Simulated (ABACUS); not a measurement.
GaN:

```
Ga N
1.0
     3.18000    0.00000    0.00000
    -1.59000    2.75396    0.00000
     0.00000    0.00000    5.16600
Ga N
2 2
Direct
  0.66667 0.33333 0.50000
  0.33333 0.66667 0.00000
  0.66667 0.33333 0.87500
  0.33333 0.66667 0.37500
```

- Program: ABACUS 3.10.1
- Task: single point
- Functional: PBE
- Potentials or basis: PseudoDojo NC SR 0.4.1 PBE standard
- Cutoff: 1143 eV
- Density cutoff: 4572 eV
- Basis: plane waves
- k mesh: 10 × 10 × 5
- Occupations: fermi-dirac, width 0.05 eV
- Spin: no spin polarisation

On this cell: pressure 7.5 GPa; largest force 0.137 eV/Å; band gap on the k mesh 2.01 eV, direct.

The same run follows on a disturbed copy (atoms moved at random, drawn with an rms of 0.05 Å):

```xyz
4
Lattice="3.1800 0.0000 0.0000 -1.5900 2.7540 0.0000 0.0000 0.0000 5.1660" Properties=species:S:1:pos:R:3 pbc="T T T"
Ga    1.6188    0.9301    2.5776
Ga    0.0354    1.8444    0.0547
N     1.5867    0.9433    4.5264
N     0.0246    1.7981    1.9332
```

**Question.** What changes?

**Answer.** The energy moves by +18.0 meV/atom; pressure 8.0 GPa; largest force 1.532 eV/Å; band gap on the k mesh 1.89 eV, direct.

Forces in eV/Å, atoms in the order of the input:
```
Ga  -0.088 -0.529  0.496
Ga  -0.454  0.181 -1.452
N    0.496 -0.261  0.200
N    0.046  0.608  0.756
```

Stress tensor (GPa, compression positive):
```
 8.40 -1.03 -0.94
-1.03  3.98 -0.66
-0.94 -0.66 11.60
```

Caveats: there are fewer bands than atomic start orbitals, so a level may be missed at k points of high symmetry.

